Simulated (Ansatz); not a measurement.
The system is Mg.

```
Mg
1.0
     3.17683    0.00000    0.00000
    -1.58841    2.75121    0.00000
     0.00000    0.00000   10.31886
Mg
4
Direct
  0.66667 0.33333 0.75000
  0.00000 0.00000 0.50000
  0.33333 0.66667 0.25000
  0.00000 0.00000 0.00000
```

```yaml
Program: Ansatz 0.2.0
Task: relaxation of cell and atoms
Functional: revPBE
Potentials_or_basis: Ansatz PAW
Cutoff: "420 eV (not typed: the program's choice for these potentials)"
k_mesh: 10 × 10 × 3
Occupations: fermi-dirac, width 0.05 eV
Spin: no spin polarisation
```

At the start: volume 22.55 Å³/atom.

Q: Where does the relaxation end?

A: It ends after 4 steps and the volume is 23.74 Å³/atom (+5.3 %); space group P6_3/mmc (No. 194, to 0.05 Å).

Step by step:
```tsv
step	energy change (eV)	largest force (eV/Å)	volume (Å³)
1	0.0000	0.0000	90.19
2	-0.0286	0.0000	94.35
3	-0.0296	0.0000	94.96
4	-0.0297	0.0000	94.96
```

Final structure:
```xyz
4
Lattice="3.2145 0.0000 0.0000 -1.6073 2.7839 0.0000 0.0000 0.0000 10.6119" Properties=species:S:1:pos:R:3 pbc="T T T"
Mg    1.6073    0.9280    7.9590
Mg    0.0000    0.0000    5.3060
Mg    0.0000    1.8559    2.6530
Mg    0.0000    0.0000    0.0000
```

Caveat: the plane-wave basis is chosen anew once the cell has moved, so the energies of steps on either side of that aren't comparable; the PAW data sets come from PBE, with cores solved anew for the run's functional, which leaves a small shift of forces and pressure.
